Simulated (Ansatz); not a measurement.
# Zn in Ansatz: reference runs

How does Zn come out in PBE? The cell is run as given.

All numbers are computed with Ansatz 0.2.0; they aren't measurements. Logs are shortened: lines on timing, memory, paths and dates and some standing lists are left out, and cuts for length are marked.

### 1 The cell of the first run

The cell holds a slab with vacuum, 5 atoms: a = 2.779 Å, b = 2.779 Å, c = 24.075 Å, α = 90.00°, β = 90.00°, γ = 120.00°.

### 2 Single point, PBE (the (1 1 1) slab of Zn, cut from the database cell, not relaxed)

input.yaml

```yaml
crystal:
  lattice:
    - [2.7786128662, 0.0, 0.0]
    - [-1.3893064331, 2.4063493294, 0.0]
    - [0.0, 0.0, 24.07491162]
  atoms:
    - { symbol: Zn, position: [0.6666666667, 0.3333333333, 0.3115276234] }
    - { symbol: Zn, position: [0.3333333333, 0.6666666667, 0.4057638117] }
    - { symbol: Zn, position: [0.0, 0.0, 0.5] }
    - { symbol: Zn, position: [0.6666666667, 0.3333333333, 0.5942361883] }
    - { symbol: Zn, position: [0.3333333333, 0.6666666667, 0.6884723766] }
hamiltonian:
  xc: pbe
  pseudopotentials: { kind: paw }
kpoints:
  mp_grid: { grid: [11, 11, 1] }
scf:
  occupations: { method: fermi_dirac, width: 0.05 }
output:
  forces: true
  eigenvalues: true
efield:
  axis: 3
  dipole_correction: true
  ramp_width: 0.04
```

Potentials or basis: Ansatz PAW.

Run with:

```console
$ ansatz run input.yaml --threads 4 --pin off --max-ram 11264MiB --backend cpu --events-out ev --progress --plain --runs-dir out
```

Log:

```text
Warning: RAYON_NUM_THREADS=4 ignored (pool sized by the plan → 4); use --threads N
Engine: ansatz 0.2.0, aarch64-unknown-linux-gnu
Pseudopotentials: kind: paw
Pseudopotential: Zn, paw, valence charge 12, recommended cutoff 420 eV (normal), Zn.paw.azcp
Functional definition: PBE
  parameter kappa = 0.804
  parameter beta = 0.06672455060314922
  exchange = pbe_x(kappa = kappa, mu = beta*pi^2/3)
  correlation = pbe_c(beta = beta)
Crystal: 5 atoms, lattice volume = 160.972 Å³
Basis set: ecut = 420 eV, 3165 PW (Γ), exchange–correlation on 40×40×324 points (8 copies of the dense FFT grid, shifted against one another)
Bands: 36, of which v1, the nominal top of the filled ones, is band 30 counted from 1 (29 counted from 0)
Symmetry: 6 space group operations
k-points: 16 of 121 (time reversal used)
Non-local potential: Zn, projectors of the file, l = 0: 2, l = 1: 2, l = 2: 3, l = 3: 1
PAW form: soft (Blöchl's): semilocal exchange-correlation on the pseudo side does not see the compensation charge
PAW one-centre angular grid: Zn, 590 points (default); XC on 64 Gauss nodes
Initial density: superposition of atomic densities (neutral atoms: chi_scale 0, normalization atom), corrected by the library's trained network
Initial wavefunctions: pseudopotential atomic-orbital guess
Functional: x = pbe(κ = 0.804, μ = 0.2195149727645171), c = pbe(β = 0.06672455060314922)
SCF iter   1: F=—  HF=-16594.657829 eV  |F-HF|=—  |Δ(HF+E_count)|=         —  Δρ=2.13e-3  dr2=1.39e-1  ethr=1.77e-3  p=0.000 e·Å  D=2.92e-13 V/Å  ΔV_dip=-0.00 eV  dr2_dipole=1.86e-10  V_vac-E_F(+/−)=4.24/4.24 eV  ⟨swp⟩=12.6  Hψ=3479  notcnv=0  defer=1
efield: sawtooth ramp at fractional position 0.9800 (placed from the atoms, in the widest stretch of the axis that holds none; the zero of the levels goes with the place), width 0.0400; the density the first Hamiltonian is built on has a dipole p = 0.000 e·Å; the dipole correction subtracts the counter field D = 2.92e-13 V/Å, which shifts the + side's vacuum level by -0.00 eV against the − side's; the planar-averaged density in the ramp window peaks in size at 2.0e-5 e/Å³
preconditioner: auto → LDOS  [insulator: Δε(μ)=0.167 eV  Ē_g=10.101 eV  σ=0.050 eV  W_gap=0.52  n_scr=16 (ndim 8)  ℏωp=22.7 eV  f_vac=0.481  D(μ)=2.41/eV (n_scr^D=12)  ε∞_Penn≈6.0  β→1.0]
SCF iter   2: F=—  HF=-16594.656818 eV  |F-HF|=—  |Δ(HF+E_count)|=   1.01e-3  Δρ=2.44e-3  dr2=6.67e-3  ethr=2.31e-4  p=-0.000 e·Å  D=-6.43e-6 V/Å  ΔV_dip=0.00 eV  dr2_dipole=3.20e-9  V_vac-E_F(+/−)=4.22/4.22 eV  ⟨swp⟩=2.9  Hψ=994  notcnv=0  defer=10
SCF iter   3: F=—  HF=-16594.654979 eV  |F-HF|=—  |Δ(HF+E_count)|=   1.84e-3  Δρ=9.74e-4  dr2=2.30e-3  ethr=1.11e-5  p=-0.000 e·Å  D=-4.43e-6 V/Å  ΔV_dip=0.00 eV  dr2_dipole=6.57e-11  V_vac-E_F(+/−)=4.23/4.23 eV  ⟨swp⟩=2.1  Hψ=1129  notcnv=0  defer=10
SCF iter   4: F=—  HF=-16594.654579 eV  |F-HF|=—  |Δ(HF+E_count)|=   3.99e-4  Δρ=2.49e-4  dr2=2.43e-4  ethr=3.84e-6  p=-0.000 e·Å  D=-3.04e-6 V/Å  ΔV_dip=0.00 eV  dr2_dipole=3.56e-10  V_vac-E_F(+/−)=4.22/4.22 eV  ⟨swp⟩=2.3  Hψ=1054  notcnv=0  defer=10
SCF iter   5: F=—  HF=-16594.654582 eV  |F-HF|=—  |Δ(HF+E_count)|=   3.05e-6  Δρ=9.01e-5  dr2=1.16e-5  ethr=4.05e-7  p=-0.000 e·Å  D=-1.73e-6 V/Å  ΔV_dip=0.00 eV  dr2_dipole=1.44e-11  V_vac-E_F(+/−)=4.22/4.22 eV  ⟨swp⟩=2.1  Hψ=1038  notcnv=0  defer=10
SCF iter   6: F=—  HF=-16594.654579 eV  |F-HF|=—  |Δ(HF+E_count)|=   3.62e-6  Δρ=3.83e-5  dr2=1.93e-6  ethr=1.93e-8  p=-0.000 e·Å  D=-9.35e-7 V/Å  ΔV_dip=0.00 eV  dr2_dipole=2.48e-11  V_vac-E_F(+/−)=4.22/4.22 eV  ⟨swp⟩=2.1  Hψ=1067  notcnv=0  defer=10
SCF iter   7: F=—  HF=-16594.654579 eV  |F-HF|=—  |Δ(HF+E_count)|=   1.52e-7  Δρ=1.57e-5  dr2=2.81e-7  ethr=3.22e-9  p=-0.000 e·Å  D=-6.97e-7 V/Å  ΔV_dip=0.00 eV  dr2_dipole=9.11e-12  V_vac-E_F(+/−)=4.22/4.22 eV  ⟨swp⟩=2.2  Hψ=1145  notcnv=0  defer=10
SCF iter   8: F=-16594.654579 eV  HF=-16594.654579 eV  |F-HF|=8.33e-8  |Δ(HF+E_count)|=   2.62e-7  Δρ=3.65e-6  dr2=3.54e-8  ethr=1.67e-10  p=-0.000 e·Å  D=-3.84e-7 V/Å  ΔV_dip=0.00 eV  dr2_dipole=1.09e-12  V_vac-E_F(+/−)=4.22/4.22 eV  ⟨swp⟩=10.5  Hψ=3054  notcnv=0
SCF 1 converged in 8 iterations: F = -16594.654579 eV  dr2 = 3.54e-8
SCF converged after 8 iterations
Free energy (F): -16594.654579 eV
Harris-Foulkes:  -16594.654579 eV  (|F-HF|=8.33e-8)
Internal energy: -16594.637549 eV  (E = F + TS)
E sigma→0 (E₀):  -16594.646064 eV
Entropy (-TS):   -0.017030 eV (-3.406 meV/atom)
Fermi energy:    2.986316 eV
Dipole field:    D = 0.000001 V/Å  (p = 0.000001 e·Å, saw-weighted, corrected)
Work function:   Φ+ = 4.2182 eV   Φ− = 4.2182 eV
Levels:          The Fermi level and band energies are counted from a zero that moves with the ramp; work functions are not
--- Per-component energies (eV) ---
  E_band       = -227.648862
  E_kinetic    = 652.561488
  E_local      = -63790.348001  (includes V_loc(G=0)·N_el)
  E_nonlocal   = 3054.602656
  E_hartree    = 31038.806953
  E_xc         = -686.383143
  E_vxc        = -260.020536  (∫ρ·V_xc dr)
  E_paw        = -9125.859562  (= ΣΔE_a)
  E_vpaw       = -1962.018111  (= ΣTr[D̂ρ^β])
  E_aug_tail   = -0.001764  (compensation charges beyond the density's cutoff)
  E_efield     = 0.000000  (sawtooth field / dipole correction)
  E_vefield    = 0.000000  (∫n·V_field dr)
  E_ewald      = 22261.983823
  E_smearing   = -0.017030  (= −TS)
  E_closure    = -0.000000  (closes the sum)
  Σ components = -16594.654579   (vs F -16594.654579, Δ=0.00e0)
--- Forces (eV/Å), atoms counted from 1 ---
  atom   1  Zn    -0.00000000    -0.00000000    -0.05732323
  atom   2  Zn    -0.00000000    -0.00000000     0.06132832
  atom   3  Zn    -0.00000000    -0.00000000    -0.00000018
  atom   4  Zn     0.00000000     0.00000000    -0.06132831
  atom   5  Zn     0.00000000     0.00000000     0.05732343
  max |Σ_I F_I| component: 1.96e-8 eV/Å
--- Band table (eV; the first three rows and the last of 16) ---
  k-point 0: bands = ["-7.1067", "-6.3420", "-5.5088", "-5.2369", "-5.1900", "-4.6136", "-4.6136", "-4.6036", "-4.5623", "-4.5623", "-4.5183", "-4.5136", "-4.5136", "-4.3482", "-4.3482", "-4.3481", "-4.3481", "-4.2155", "-4.2155", "-4.1814", "-4.1386", "-4.1386", "-4.0604", "-4.0604", "-3.9085", "-3.9085", "-3.8872", "-3.8872", "-2.7916", "-0.5416", "1.0766", "4.2327", "6.2659", "6.8836", "8.0919", "8.1698"]
  k-point 1: bands = ["-6.8883", "-6.1350", "-5.3663", "-5.1413", "-5.0978", "-4.6504", "-4.6205", "-4.6044", "-4.5720", "-4.5297", "-4.5274", "-4.4891", "-4.4694", "-4.4132", "-4.3715", "-4.3298", "-4.3093", "-4.2976", "-4.2202", "-4.2146", "-4.1600", "-4.1327", "-4.0609", "-4.0507", "-3.9454", "-3.9098", "-3.8869", "-3.8029", "-2.5439", "-0.3435", "1.3694", "4.4347", "6.4693", "7.0986", "8.3009", "8.3824"]
  k-point 2: bands = ["-6.2669", "-5.5885", "-5.1058", "-4.9283", "-4.8908", "-4.7457", "-4.6841", "-4.6393", "-4.5685", "-4.5023", "-4.4897", "-4.4382", "-4.4315", "-4.4011", "-4.3518", "-4.3343", "-4.3098", "-4.3085", "-4.2347", "-4.2189", "-4.1471", "-4.1099", "-4.0912", "-4.0539", "-3.9754", "-3.9138", "-3.8858", "-3.3913", "-1.9015", "0.2420", "2.1973", "5.0455", "7.0797", "7.7425", "8.9253", "9.0176"]
  k-point 15: bands = ["-5.0018", "-4.9380", "-4.8868", "-4.8526", "-4.7945", "-4.7245", "-4.7149", "-4.6869", "-4.6062", "-4.5233", "-4.4620", "-4.4344", "-4.3147", "-4.3092", "-4.2820", "-4.2222", "-4.1864", "-4.1707", "-4.1034", "-4.0765", "-3.9775", "-3.9610", "-3.9173", "-3.9152", "-3.8913", "1.7475", "1.8102", "2.4957", "2.5894", "3.4718", "3.8535", "4.1900", "4.8379", "5.3172", "5.5506", "6.2601"]
```

Run time: 3.3 s. Hardware: 4 threads of Arm Neoverse V1, shared host; peak memory 0.44 GiB.

Results:

- Free energy: -16594.6546 eV
- Largest force: 0.061 eV/Å
- Band gap on the k mesh: none (metal or under the smearing width)
- Work function of the upper face: 4.22 eV
- Work function of the lower face: 4.22 eV
- Dipole across the slab: 0.000 e·Å

Forces on the atoms (eV/Å):
```
Zn   0.000  0.000 -0.057
Zn   0.000  0.000  0.061
Zn   0.000  0.000  0.000
Zn   0.000  0.000 -0.061
Zn   0.000  0.000  0.057
```
